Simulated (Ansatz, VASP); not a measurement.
# Cross-check of KBr between VASP and Ansatz

Wanted: the spread between two codes on one cell, functional and k mesh.

Calculated with Ansatz 0.2.0; plane waves, with VASP 6.6.1 beside it; single point at PBE.

### 1. Set-up

The structure is cubic, space group Fm-3m (No. 225). The conventional cell has a = 6.600 Å, b = 6.600 Å, c = 6.600 Å, α = 90.00°, β = 90.00°, γ = 90.00°. Nearest to Br lie 6 K at 3.30 Å. K has 6 Br at 3.30 Å nearest. Farther neighbours and most contacts between anions are not listed.

### 2. Ansatz: single point, PBE

Ansatz runs on its default PAW (the set named soft_2) files.

A single point gives forces, pressure and levels at one fixed geometry, so differences don't come from the geometry; what else differs is listed under the comparison.

File input.yaml:

```yaml
crystal:
  lattice:
    - [0.0, 3.3, 3.3]
    - [3.3, 0.0, 3.3]
    - [3.3, 3.3, 0.0]
  atoms:
    - { symbol: Br, position: [0.5, 0.5, 0.5] }
    - { symbol: K, position: [0.0, 0.0, 0.0] }
hamiltonian:
  xc: pbe
  pseudopotentials: { kind: paw }
kpoints:
  mp_grid: { grid: [5, 5, 5] }
scf:
  occupations: { method: gaussian, width: 0.01 }
  n_extra_bands: 4
output:
  forces: true
  stress: true
  eigenvalues: true
```

The run is started by

```
> ansatz run input.yaml --threads 2 --pin off --max-ram 4608MiB --backend cpu --events-out ev --progress --plain --runs-dir out
```

Numbers of over 12 decimals in the logs are rounded to 6 here.

What it wrote:

```text
scf.n_extra_bands = 4 over 8 filled bands (N_el = 16.0): the run solves 12 bands
Engine: ansatz 0.2.0, aarch64-unknown-linux-gnu
Pseudopotentials: kind: paw
Pseudopotential: Br, paw, valence charge 7, recommended cutoff 420 eV (normal), Br.paw.azcp
Pseudopotential: K, paw, valence charge 9, recommended cutoff 420 eV (normal), K.paw.azcp
Functional definition: PBE
  parameter kappa = 0.804
  parameter beta = 0.066725
  exchange = pbe_x(kappa = kappa, mu = beta*pi^2/3)
  correlation = pbe_c(beta = beta)
Crystal: 2 atoms, lattice volume = 71.874 Å³
Basis set: ecut = 420 eV, 1411 PW (Γ), exchange–correlation on 64×64×64 points (8 copies of the dense FFT grid, shifted against one another)
Bands: 12, of which v1, the nominal top of the filled ones, is band 8 counted from 1 (7 counted from 0)
Symmetry: 48 space group operations
Space group: Fm-3m (ITA 225), of the structure as read, at distance tolerance 4.2e-5 Å
k-points: 10 of 125
Non-local potential: Br, projectors of the file, l = 0: 2, l = 1: 2, l = 2: 2
Non-local potential: K, projectors of the file, l = 0: 3, l = 1: 2, l = 2: 2
PAW form: soft (Blöchl's): semilocal exchange-correlation on the pseudo side does not see the compensation charge
PAW one-centre angular grid: Br, 110 points (default); XC on 64 Gauss nodes
PAW one-centre angular grid: K, 110 points (default); XC on 64 Gauss nodes
Initial density: superposition of atomic densities (neutral atoms: chi_scale 0, normalization atom), corrected by the library's trained network
Initial wavefunctions: pseudopotential atomic-orbital guess
Functional: x = pbe(κ = 0.804, μ = 0.219515), c = pbe(β = 0.066725)
SCF iter   1: F=—  HF=-4324.496710 eV  |F-HF|=—  |Δ(HF+E_count)|=         —  Δρ=1.68e-4  dr2=1.47e-5  ethr=1.77e-3  ⟨swp⟩=7.1  Hψ=867  notcnv=0
preconditioner: auto → none  [insulator: Δε(μ)=4.426 eV  Ē_g=14.777 eV  σ=0.010 eV  W_gap=1.00  n_scr=14 (ndim 8)  ℏωp=16.4 eV  f_vac=0.056  D(μ)=0.00/eV (n_scr^D=0)  ε∞_Penn≈2.2]
SCF iter   2: F=—  HF=-4324.496488 eV  |F-HF|=—  |Δ(HF+E_count)|=   2.22e-4  Δρ=1.65e-4  dr2=3.16e-5  ethr=9.17e-8  ⟨swp⟩=3.4  Hψ=414  notcnv=0
SCF iter   3: F=—  HF=-4324.496488 eV  |F-HF|=—  |Δ(HF+E_count)|=   5.44e-7  Δρ=4.57e-5  dr2=8.08e-7  ethr=9.17e-8  ⟨swp⟩=2.0  Hψ=190  notcnv=0
SCF iter   4: F=—  HF=-4324.496492 eV  |F-HF|=—  |Δ(HF+E_count)|=   4.09e-6  Δρ=2.65e-5  dr2=6.08e-7  ethr=5.05e-9  ⟨swp⟩=2.3  Hψ=190  notcnv=0
iter 5 did not close the SCF: its close was put off for the readings that it lacked (scf_convergence_deferred on its scf_iter line)
SCF iter   5: F=-4324.496493 eV  HF=-4324.496493 eV  |F-HF|=2.39e-9  |Δ(HF+E_count)|=   5.45e-7  Δρ=2.14e-6  dr2=3.54e-9  ethr=3.80e-9  ⟨swp⟩=2.0  Hψ=190  notcnv=0
SCF iter   6: F=-4324.496493 eV  HF=-4324.496493 eV  |F-HF|=9.55e-11  |Δ(HF+E_count)|=   3.80e-9  Δρ=7.97e-7  dr2=5.46e-10  ethr=2.21e-11  ⟨swp⟩=2.0  Hψ=420  notcnv=0
SCF 1 converged in 6 iterations: F = -4324.496493 eV  dr2 = 5.46e-10
  greatest PAW one-centre occupation: 0.987 electrons in one spin orbital (limit 2), on the K atom at site 1 (counted from 0), in its partial waves of l = 0
SCF converged after 6 iterations
Free energy (F): -4324.496493 eV
Harris-Foulkes:  -4324.496493 eV  (|F-HF|=9.55e-11)
Internal energy: -4324.496493 eV  (E = F + TS)
E sigma→0 (E₀):  -4324.496493 eV
Fermi energy:    3.286951 eV
--- Per-component energies (eV) ---
  E_band       = -133.510527
  E_kinetic    = 388.471452
  E_local      = -838.833747  (includes V_loc(G=0)·N_el)
  E_nonlocal   = 82.863332
  E_hartree    = 271.999169
  E_xc         = -400.625052
  E_vxc        = -269.645344  (∫ρ·V_xc dr)
  E_paw        = -3028.385796  (= ΣΔE_a)
  E_vpaw       = -40.364678  (= ΣTr[D̂ρ^β])
  E_aug_tail   = -0.000004  (compensation charges beyond the density's cutoff)
  E_ewald      = -799.985846
  E_smearing   = -0.000000  (= −TS)
  E_closure    = 0.000000  (closes the sum)
  Σ components = -4324.496493   (vs F -4324.496493, Δ=0.00e0)
--- Forces (eV/Å), atoms counted from 1 ---
  atom   1  Br     0.00000000     0.00000000     0.00000000
  atom   2  K     -0.00000000     0.00000000    -0.00000000
  max |Σ_I F_I| component: 2.83e-30 eV/Å
--- Stress (GPa, compression-positive) ---
        0.718369       0.000000       0.000000
        0.000000       0.718369       0.000000
        0.000000      -0.000000       0.718369
  P = ⅓ Tr σ = 0.7184 GPa (7.184 kbar)
--- Band table (eV; the first three rows and the last of 10) ---
  k-point 0: bands = [... 4 lower, -10.1842, 1.0693, 1.0693, 1.0693, 5.5046, 8.6734, 8.6734, 8.6734]
  k-point 1: bands = [... 4 lower, -10.0909, 0.5817, 0.9478, 0.9478, 6.3955, 8.5223, 9.1317, 9.1317]
  k-point 2: bands = [... 4 lower, -9.9571, -0.0196, 0.7654, 0.7654, 7.5226, 9.0719, 10.2977, 10.2977]
  k-point 9: bands = [... 4 lower, -10.0781, 0.2776, 0.5950, 0.6500, 8.0376, 8.6346, 9.4708, 10.4856]
```

The job ended after 0.95 s (2 threads of Arm Neoverse N1, shared host; peak memory 0.27 GiB).

The run ends at a pressure of 0.72 GPa.

### 3. VASP: single point, PBE

The same cell, functional, mesh and smearing now go to VASP, with its own data sets and cutoff.

Lines of VASP's logs that name or quote its potential files are left out, and so is its time.

File INCAR:

```
SYSTEM = KBr
PREC = Accurate
ENCUT = 400
EDIFF = 1E-07
NELM = 100
ISMEAR = 0
SIGMA = 0.01
LREAL = .FALSE.
ALGO = Normal
GGA = PE
NBANDS = 14
LORBIT = 11
LWAVE = .FALSE.
LCHARG = .FALSE.
KPAR = 4
```

File POSCAR:

```
KBr
1.0
    0.0000000000      3.3000000000      3.3000000000
    3.3000000000      0.0000000000      3.3000000000
    3.3000000000      3.3000000000      0.0000000000
Br K
1 1
Direct
    0.5000000000      0.5000000000      0.5000000000
    0.0000000000      0.0000000000      0.0000000000
```

File KPOINTS:

```
Automatic mesh
0
Gamma
5 5 5
0 0 0
```

Potentials, in the order of the species: Br and K_sv (PBE family, release 64).

The run is started by

```
> mpirun -np 4 vasp_std
```

What it wrote:

```text
[banner, memory and clock lines left out]
running    4 mpi-ranks, on    1 nodes
 distrk:  each k-point on    1 cores,    4 groups
 distr:  one band on    1 cores,    1 groups

 POSCAR found type information on POSCAR BrK
 POSCAR found :  2 types and       2 ions
 LDA part: xc-table for (Slater+PW92), standard interpolation
 POSCAR, INCAR and KPOINTS ok, starting setup
 FFT: planning ... GRIDC
 FFT: planning ... GRID_SOFT
 FFT: planning ... GRID
 WAVECAR not read
 entering main loop
       N       E                     dE             d eps       ncg     rms          rms(c)
DAV:   1     0.857572856978E+02    0.85757E+02   -0.58789E+03   280   0.809E+02
DAV:   2    -0.122624579424E+01   -0.86984E+02   -0.81306E+02   356   0.217E+02
DAV:   3    -0.622035150523E+01   -0.49941E+01   -0.49700E+01   382   0.462E+01
DAV:   4    -0.638652959466E+01   -0.16618E+00   -0.16610E+00   430   0.799E+00
DAV:   5    -0.638765452512E+01   -0.11249E-02   -0.11249E-02   376   0.769E-01    0.313E+00
DAV:   6    -0.621587842680E+01    0.17178E+00   -0.24310E-01   340   0.237E+00    0.230E+00
DAV:   7    -0.620450619710E+01    0.11372E-01   -0.11980E-01   364   0.184E+00    0.105E+00
DAV:   8    -0.621357833144E+01   -0.90721E-02   -0.13703E-02   332   0.838E-01    0.120E-01
DAV:   9    -0.621430238948E+01   -0.72406E-03   -0.72189E-04   370   0.165E-01    0.778E-02
DAV:  10    -0.621466236279E+01   -0.35997E-03   -0.39058E-04   286   0.119E-01    0.138E-02
DAV:  11    -0.621467087218E+01   -0.85094E-05   -0.20370E-05   366   0.263E-02    0.481E-03
DAV:  12    -0.621467362423E+01   -0.27521E-05   -0.38246E-06   304   0.138E-02    0.384E-03
DAV:  13    -0.621467360868E+01    0.15556E-07   -0.28311E-07   388   0.288E-03
   1 F= -.62146736E+01 E0= -.62146736E+01  d E =-.903390E-47
```

From OUTCAR (step 3):

```text
ion  position               nearest neighbor table
   1  0.500  0.500  0.500-   2 3.30   2 3.30   2 3.30   2 3.30   2 3.30   2 3.30
   2  0.000  0.000  0.000-   1 3.30   1 3.30   1 3.30   1 3.30   1 3.30   1 3.30

  LATTYP: Found a face centered cubic cell.
 ALAT       =     6.6000000000

 Subroutine GETGRP returns: Found 48 space group operations
 (whereof 48 operations were pure point group operations)

The static configuration has the point symmetry O_h .

 Found     10 irreducible k-points:

   k-points           NKPTS =     10   k-points in BZ     NKDIM =     10   number of bands    NBANDS=     14

   dimension x,y,z NGX =    30 NGY =   30 NGZ =   30
   dimension x,y,z NGXF=    60 NGYF=   60 NGZF=   60

   ENCUT  =  400.0 eV  29.40 Ry    5.42 a.u.   7.61  7.61  7.61*2*pi/ulx,y,z

   NELECT =      16.0000    total number of electrons

 k-points in reciprocal lattice and weights: Automatic mesh
   0.00000000  0.00000000  0.00000000       0.008
   0.20000000  0.00000000  0.00000000       0.064
   0.40000000  0.00000000  0.00000000       0.064
   0.20000000  0.20000000  0.00000000       0.048
   0.40000000  0.20000000  0.00000000       0.192
  -0.40000000  0.20000000  0.00000000       0.192
  -0.20000000  0.20000000  0.00000000       0.096
   0.40000000  0.40000000  0.00000000       0.048
  -0.40000000  0.40000000  0.00000000       0.096
  -0.40000000  0.40000000  0.20000000       0.192

 average (electrostatic) potential at core
       1 -64.7633       2 -36.7938

 E-fermi :  -1.6405

 k-point     1 :       0.0000    0.0000    0.0000
  band No.  band energies     occupation
    ...
      4     -12.9985      2.00000
      5     -12.9985      2.00000
      6      -1.7402      2.00000
      7      -1.7402      2.00000
      8      -1.7402      2.00000
      9       2.6932      0.00000
     10       5.8640      0.00000
     11       5.8640      0.00000
     12       5.8640      0.00000
     13       6.6871      0.00000
    ...

 k-point     2 :       0.2000    0.0000    0.0000
  band No.  band energies     occupation
    ...
      4     -13.0004      2.00000
      5     -12.9049      2.00000
      6      -2.2282      2.00000
      7      -1.8615      2.00000
      8      -1.8615      2.00000
      9       3.5843      0.00000
     10       5.7132      0.00000
     11       6.3246      0.00000
     12       6.3246      0.00000
     13       7.1954      0.00000
    ...

 k-point     3 :       0.4000    0.0000    0.0000
  band No.  band energies     occupation
    ...
      4     -13.0035      2.00000
      5     -12.7708      2.00000
      6      -2.8298      2.00000
      7      -2.0435      2.00000
      8      -2.0435      2.00000
      9       4.7136      0.00000
     10       6.2632      0.00000
     11       7.5014      0.00000
     12       7.5014      0.00000
     13       8.2801      0.00000
    ...

  Total        0.3319330      0.3319330      0.3319330      0.0000000      0.0000000     -0.0000000
  in kB        7.3992757      7.3992757      7.3992757      0.0000000      0.0000000     -0.0000000
  external PRESSURE =       7.3992757 kB  Pullay stress =       0.0000000 kB

  energy-cutoff  :      400.00
  volume of cell :       71.87
      direct lattice vectors                 reciprocal lattice vectors
     0.000000000  3.300000000  3.300000000    -0.151515152  0.151515152  0.151515152
     3.300000000  0.000000000  3.300000000     0.151515152 -0.151515152  0.151515152
     3.300000000  3.300000000  0.000000000     0.151515152  0.151515152 -0.151515152

 POSITION                                       TOTAL-FORCE (eV/Angst)
 -----------------------------------------------------------------------------------
      3.30000      3.30000      3.30000         0.000000     -0.000000      0.000000
      0.00000      0.00000      0.00000        -0.000000      0.000000     -0.000000
 -----------------------------------------------------------------------------------
    total drift:                               -0.000000      0.000000      0.000000

  FREE ENERGIE OF THE ION-ELECTRON SYSTEM (eV)
  ---------------------------------------------------
  free  energy   TOTEN  =        -6.2146736087 eV

  energy  without entropy=       -6.2146736087  energy(sigma->0) =       -6.21467361

 total charge
# of ion       s       p       d       tot
------------------------------------------
    1        1.599   3.304   0.001   4.904
    2        1.957   5.579   0.025   7.560
--------------------------------------------------
tot          3.556   8.882   0.025  12.464

[... 3 further parts left out ...]
```

The run ends at a pressure of 0.74 GPa.

### 4. Comparison

Known differences besides the potentials themselves: the cutoff is 420 eV in Ansatz and 400 eV in VASP; VASP leaves aspherical gradient terms in its spheres out (LASPH is not set), Ansatz keeps them. Total energies have different zeros and are not compared.

Compared:

| quantity | Ansatz | VASP | difference |
| --- | --- | --- | --- |
| pressure (GPa) | 0.72 | 0.74 | -0.02 |
| gap on the k mesh (eV) | 4.435 | 4.433 | +0.002 |

A gap on the mesh is an upper bound, since the band edges may lie between its points. Ansatz's pressure holds a Pulay correction of 0.01 GPa; VASP's holds none.

### 5. Outcome

* difference in gap on the k mesh (single point, PBE): 0.0019 eV

What this shows: The difference in gap on the k mesh is 0.0019 eV (single point, PBE), within the 0.08 eV picked in this series as the mark of a large difference. Such differences can come from data sets, numerical settings and the points named under the comparisons, not from the functional's error against experiment.

[Lines on the potential files, build, host, timing and source positions are cut from VASP's logs without a mark.]

[Logs are printed without paths, hosts, clocks, repeated set-up lines and the standing remarks that a program may print on its own settings, such as how far it seeks lower states.]

[Hosts, paths, dates, database ids (printed as entryN), source tags and the programs' standing remarks are cut or masked in the printed files.]
